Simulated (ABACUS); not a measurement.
# Na (P6_3/mmc) in ABACUS: equation of state

Aim: energy against volume of Na in PBE, for its equilibrium volume and stiffness.

Program: ABACUS 3.10.1. These are calculated values, not measurements. Logs are shortened: lines on timing, memory, paths and dates and some standing lists are left out, and cuts for length are marked.

## Step 1: The crystal as given

It takes space group P6_3/mmc (No. 194, hexagonal). Conventional cell: a = 3.767 Å, b = 3.767 Å, c = 6.154 Å, α = 90.00°, β = 90.00°, γ = 120.00°. Na (site symmetry -6m2) has 12 Na at 3.77 Å as nearest neighbours.

This isn't the form of Na at room conditions, which is bcc.

## Step 2: Equation of state, PBE, 35.54 Å³/atom (volume scaled by 0.94)

Input file INPUT:

```
INPUT_PARAMETERS
suffix              Na
calculation         scf
basis_type          pw
pseudo_dir          ./
symmetry            1
dft_functional      pbe
ecutwfc             89
pseudo_rcut         10
nspin               1
nbands              13
ks_solver           dav
smearing_method     fd
smearing_sigma      0.00367493
scf_thr             1e-08
scf_nmax            100
mixing_type         broyden
mixing_beta         0.7
cal_force           1
cal_stress          1
kpar                4
```

Input file STRU:

```
ATOMIC_SPECIES
Na 22.9898 Na.upf

LATTICE_CONSTANT
1.8897261246

LATTICE_VECTORS
3.6901008715 0.0000000000 0.0000000000
-1.8450504358 3.1957210973 0.0000000000
0.0000000000 0.0000000000 6.0283729130

ATOMIC_POSITIONS
Direct

Na
0.0
2
0.6666666667 0.3333333333 0.7500000000 1 1 1
0.3333333333 0.6666666667 0.2500000000 1 1 1
```

Input file KPT:

```
K_POINTS
0
Gamma
8 8 5 0 0 0
```

Potentials or basis: PseudoDojo NC SR 0.4.1 PBE standard, plane waves.

On the command line:

```console
> OMP_NUM_THREADS=1 mpirun -np 4 abacus > log
```

running log:

```text
ABACUS v3.10.1

               Atomic-orbital Based Ab-initio Computation at UStc

 ------------------------------------------------------------------------------------

 READING GENERAL INFORMATION
                           global_out_dir = OUT.Na/
                           global_in_card = INPUT
                               pseudo_dir = ./
                              orbital_dir =
                                    DSIZE = 4
                                    GSIZE = 1

 READING UNITCELL INFORMATION
                                    ntype = 1
                  lattice constant (Bohr) = 1.88973
              lattice constant (Angstrom) = 1

 READING ATOM TYPE 1
                               atom label = Na
                      L=0, number of zeta = 1
                      L=1, number of zeta = 1
                      L=2, number of zeta = 1
             number of atom for this type = 2

                        TOTAL ATOM NUMBER = 2
DIRECT COORDINATES
    atom                   x                   y                   z     mag                  vx                  vy                  vz
taud_Na1            0.6666666667        0.3333333333        0.7500000000  0.0000        0.0000000000        0.0000000000        0.0000000000
taud_Na2            0.3333333333        0.6666666667        0.2500000000  0.0000        0.0000000000        0.0000000000        0.0000000000

                          Volume (Bohr^3) = 479.738
                             Volume (A^3) = 71.0897

 Lattice vectors: (Cartesian coordinate: in unit of a_0)
              +3.6901                  +0                  +0
             -1.84505            +3.19572                  +0
                   +0                  +0            +6.02837
 Reciprocal vectors: (Cartesian coordinate: in unit of 2 pi/a_0)
            +0.270995           +0.156459                  -0
                   -0           +0.312918                  -0
                   +0                  -0           +0.165882
 The esolver type has been set to : ksdft_pw

                PAO radial cut off (Bohr) = 10

 Read in pseudopotential file is Na.upf
                     pseudopotential type = NC
          exchange-correlation functional = PBE
                 nonlocal core correction = 0
                        valence electrons = 9
                                     lmax = 1
                           number of zeta = 3
                     number of projectors = 4
                           L of projector = 0
                           L of projector = 0
                           L of projector = 1
                           L of projector = 1
     initial pseudo atomic orbital number = 10

 SETUP THE ELECTRONS NUMBER
            electron number of element Na = 9
      total electron number of element Na = 18
            AUTOSET number of electrons:  = 18
[... 174 lines left out ...]

 number of pseudo atomic orbitals for Na is 3
WARNING: norm of atomic wavefunction # 3 of atomic type Na is 0.996862, renormalized

 -------------------------------------------
 SELF-CONSISTENT
 -------------------------------------------
                                 init_chg = atomic

 PW ALGORITHM --------------- ION=   1  ELEC=   1--------------------------------

 Notice: Threshold on eigenvalues was too large.
 hsover_error=0.18 > DRHO=0.00168158
 Origin diag ethr = 0.01
 New diag ethr = 9.34211e-06

 Density error is 0.00172521287204
                          Error Threshold = 9.34210545305e-06
----------------------------------------------------------
     Energy           Rydberg                 eV
----------------------------------------------------------
 E_KohnSham     -182.8558981655      -2487.8821279588
 E_Harris       -183.3927806912      -2495.1867894643
 E_Fermi        0.1379036368         1.8762752360
----------------------------------------------------------
[... 51 lines left out ...]
 Density error is 3.59934649311e-09
                          Error Threshold = 7.26620376542e-11
----------------------------------------------------------
     Energy           Rydberg                 eV
----------------------------------------------------------
 E_KohnSham     -182.8560357242      -2487.8839995404
 E_KS(sigma->0) -182.8558038399      -2487.8808445933
 E_Harris       -182.8553510135      -2487.8746835732
 E_band         -35.2626507834       -479.7729772386
 E_one_elec     -160.5649662103      -2184.5984396371
 E_Hartree      80.4569870412        1094.6734676728
 E_xc           -27.4444881410       -373.4014174110
 E_Ewald        -75.3031046456       -1024.5513002709
 E_entropy(-TS) -0.0004637685        -0.0063098942
 E_descf        0.0000000000         0.0000000000
 E_exx          0.0000000000         0.0000000000
 E_Fermi        0.1335607790         1.8171876231
----------------------------------------------------------

 charge density convergence is achieved
 final etot is -2487.8839995 eV
 EFERMI = 1.8171876231 eV

 STATE ENERGY(eV) AND OCCUPATIONS    NSPIN == 1
 1/8 kpoint (Cartesian) = 0.0000 0.0000 0.0000 (6803 pws)
       1       -51.1070     0.00625000
       2       -51.1048     0.00625000
       3       -23.0604     0.00625000
       4       -23.0253     0.00625000
       5       -23.0253     0.00625000
       6       -23.0198     0.00625000
       7       -23.0197     0.00625000
       8       -23.0197     0.00625000
       9       -1.50412     0.00625000
      10        2.41631    3.90790e-08
      11        2.86605    4.84775e-12
      12        12.1094        0.00000
      13        12.1094        0.00000
[... 61 lines left out ...]
 6/8 kpoint (Cartesian) = -0.033874 0.058672 0.0000 (6805 pws)
       1       -51.1062      0.0375000
       2       -51.1044      0.0375000
       3       -23.0546      0.0375000
       4       -23.0361      0.0375000
       5       -23.0337      0.0375000
       6       -23.0277      0.0375000
       7       -23.0227      0.0375000
       8       -23.0221      0.0375000
       9      -0.794650      0.0375000
      10        3.04862    7.54921e-13
      11        3.54385    3.77079e-17
      12        7.94009    2.46135e-55
      13        8.43530    1.22980e-59

[... levels at 2 further k points ...]

------------------------------------------------------------------------------------------
 TOTAL-FORCE (eV/Angstrom)
------------------------------------------------------------------------------------------
                       Na1         0.0000000000         0.0000000000         0.0000000000
                       Na2         0.0000000000         0.0000000000         0.0000000000
------------------------------------------------------------------------------------------

----------------------------------------------------------------
 TOTAL-STRESS (KBAR)
----------------------------------------------------------------
         4.7088906745         0.0000000001        -0.0000000000
         0.0000000001         4.7088906743         0.0000000000
         0.0000000000        -0.0000000000         2.0480335457
----------------------------------------------------------------
 TOTAL-PRESSURE: 3.821938 KBAR

 --------------------------------------------
 !FINAL_ETOT_IS -2487.8839995404177898 eV
 --------------------------------------------
```

Run time: 8.1 s. Hardware: 4 MPI ranks of AMD EPYC 7R13 (Zen 3), shared host; peak memory 0.48 GiB.

What came out:

```yaml
Free_energy: -2487.8840 eV
Pressure: 0.4 GPa
Band_gap_on_the_k_mesh: none (metal or under the smearing width)
```

## Step 3: Equation of state, PBE, 36.30 Å³/atom (volume scaled by 0.96)

INPUT is that of step 2.

Input file STRU:

```
ATOMIC_SPECIES
Na 22.9898 Na.upf

LATTICE_CONSTANT
1.8897261246

LATTICE_VECTORS
3.7160883536 0.0000000000 0.0000000000
-1.8580441768 3.2182269170 0.0000000000
0.0000000000 0.0000000000 6.0708276422

ATOMIC_POSITIONS
Direct

Na
0.0
2
0.6666666667 0.3333333333 0.7500000000 1 1 1
0.3333333333 0.6666666667 0.2500000000 1 1 1
```

KPT is that of step 2.

Potentials or basis: PseudoDojo NC SR 0.4.1 PBE standard, plane waves.

On the command line:

```console
> OMP_NUM_THREADS=1 mpirun -np 4 abacus > log
```

Run time: 8.1 s. Hardware: 4 MPI ranks of AMD EPYC 7R13 (Zen 3), shared host; peak memory 0.48 GiB.

Results (log left out):

```
Free energy            : -2487.8867 eV
Pressure               : 0.2 GPa
Band gap on the k mesh : none (metal or under the smearing width)
```

## Step 4: Equation of state, PBE, 37.06 Å³/atom (volume scaled by 0.98)

INPUT is that of step 3.

Input file STRU:

```
ATOMIC_SPECIES
Na 22.9898 Na.upf

LATTICE_CONSTANT
1.8897261246

LATTICE_VECTORS
3.7417173590 0.0000000000 0.0000000000
-1.8708586795 3.2404222867 0.0000000000
0.0000000000 0.0000000000 6.1126967421

ATOMIC_POSITIONS
Direct

Na
0.0
2
0.6666666667 0.3333333333 0.7500000000 1 1 1
0.3333333333 0.6666666667 0.2500000000 1 1 1
```

KPT is that of step 3.

On the command line:

```console
> OMP_NUM_THREADS=1 mpirun -np 4 abacus > log
```

It took 8.2 s on 4 MPI ranks of AMD EPYC 7R13 (Zen 3), shared host; peak memory 0.44 GiB.

The run converged. Its results:

| Quantity | Value |
| --- | --- |
| Free energy | -2487.8877 eV |
| Pressure | 0.0 GPa |
| Band gap on the k mesh | none (metal or under the smearing width) |

## Step 5: Equation of state, PBE, 37.81 Å³/atom

INPUT is that of step 4.

Input file STRU:

```
ATOMIC_SPECIES
Na 22.9898 Na.upf

LATTICE_CONSTANT
1.8897261246

LATTICE_VECTORS
3.7670000000 0.0000000000 0.0000000000
-1.8835000000 3.2623176961 0.0000000000
0.0000000000 0.0000000000 6.1540000000

ATOMIC_POSITIONS
Direct

Na
0.0
2
0.6666666667 0.3333333333 0.7500000000 1 1 1
0.3333333333 0.6666666667 0.2500000000 1 1 1
```

KPT is that of step 4.

On the command line:

```console
> OMP_NUM_THREADS=1 mpirun -np 4 abacus > log
```

Wall time 6.8 s (4 MPI ranks of AMD EPYC 7R13 (Zen 3), shared host); peak memory 0.48 GiB.

The run converged. Its results:

* Free energy: -2487.8872 eV
* Pressure: -0.1 GPa
* Band gap on the k mesh: none (metal or under the smearing width)

## Step 6: Equation of state, PBE, 38.57 Å³/atom (volume scaled by 1.02)

INPUT is that of step 5.

Input file STRU:

```
ATOMIC_SPECIES
Na 22.9898 Na.upf

LATTICE_CONSTANT
1.8897261246

LATTICE_VECTORS
3.7919477469 0.0000000000 0.0000000000
-1.8959738735 3.2839230787 0.0000000000
0.0000000000 0.0000000000 6.1947561546

ATOMIC_POSITIONS
Direct

Na
0.0
2
0.6666666667 0.3333333333 0.7500000000 1 1 1
0.3333333333 0.6666666667 0.2500000000 1 1 1
```

KPT is that of step 5.

Potentials or basis: PseudoDojo NC SR 0.4.1 PBE standard, plane waves.

On the command line:

```console
> OMP_NUM_THREADS=1 mpirun -np 4 abacus > log
```

Run time: 7 s. Hardware: 4 MPI ranks of AMD EPYC 7R13 (Zen 3), shared host; peak memory 0.48 GiB.

It converged, with:

```yaml
Free_energy: -2487.8854 eV
Pressure: -0.3 GPa
Band_gap_on_the_k_mesh: none (metal or under the smearing width)
```

## Step 7: Equation of state, PBE, 39.33 Å³/atom (volume scaled by 1.04)

INPUT is that of step 6.

Input file STRU:

```
ATOMIC_SPECIES
Na 22.9898 Na.upf

LATTICE_CONSTANT
1.8897261246

LATTICE_VECTORS
3.8165714742 0.0000000000 0.0000000000
-1.9082857371 3.3052478521 0.0000000000
0.0000000000 0.0000000000 6.2349829711

ATOMIC_POSITIONS
Direct

Na
0.0
2
0.6666666667 0.3333333333 0.7500000000 1 1 1
0.3333333333 0.6666666667 0.2500000000 1 1 1
```

KPT is that of step 6.

On the command line:

```console
> OMP_NUM_THREADS=1 mpirun -np 4 abacus > log
```

It took 6.5 s on 4 MPI ranks of AMD EPYC 7R13 (Zen 3), shared host; peak memory 0.48 GiB.

Results (log left out):

```
Free energy            : -2487.8823 eV
Pressure               : -0.4 GPa
Band gap on the k mesh : none (metal or under the smearing width)
```

## Step 8: Equation of state, PBE, 40.08 Å³/atom (volume scaled by 1.06)

INPUT is that of step 7.

Input file STRU:

```
ATOMIC_SPECIES
Na 22.9898 Na.upf

LATTICE_CONSTANT
1.8897261246

LATTICE_VECTORS
3.8408815021 0.0000000000 0.0000000000
-1.9204407510 3.3263009538 0.0000000000
0.0000000000 0.0000000000 6.2746973092

ATOMIC_POSITIONS
Direct

Na
0.0
2
0.6666666667 0.3333333333 0.7500000000 1 1 1
0.3333333333 0.6666666667 0.2500000000 1 1 1
```

KPT is that of step 7.

On the command line:

```console
> OMP_NUM_THREADS=1 mpirun -np 4 abacus > log
```

Run time: 6.7 s. Hardware: 4 MPI ranks of AMD EPYC 7R13 (Zen 3), shared host; peak memory 0.48 GiB.

It converged, with:

```yaml
Free_energy: -2487.8781 eV
Pressure: -0.5 GPa
Band_gap_on_the_k_mesh: none (metal or under the smearing width)
```

## Step 9: Equation of state, PBE

Potentials or basis: PseudoDojo NC SR 0.4.1 PBE standard, plane waves.

This step only gathers the single runs of the series.

What came out:

| Item | Value |
| --- | --- |
| Equilibrium volume | 37.19 Å³/atom |
| Bulk modulus at fixed shape and positions | 7.7 GPa |
| Pressure derivative of the bulk modulus | 3.7 |

Energy against volume, from the lowest point:
| volume (Å³/atom) | energy (meV/atom) |
| --- | --- |
| 35.545 | 1.85 |
| 36.301 | 0.51 |
| 37.057 | 0.00 |
| 37.814 | 0.24 |
| 38.570 | 1.15 |
| 39.326 | 2.69 |
| 40.083 | 4.80 |

Caveat: the cell was scaled at fixed shape and fractional positions, which overstates the stiffness of a crystal with free parameters, most of all of layers and chains.
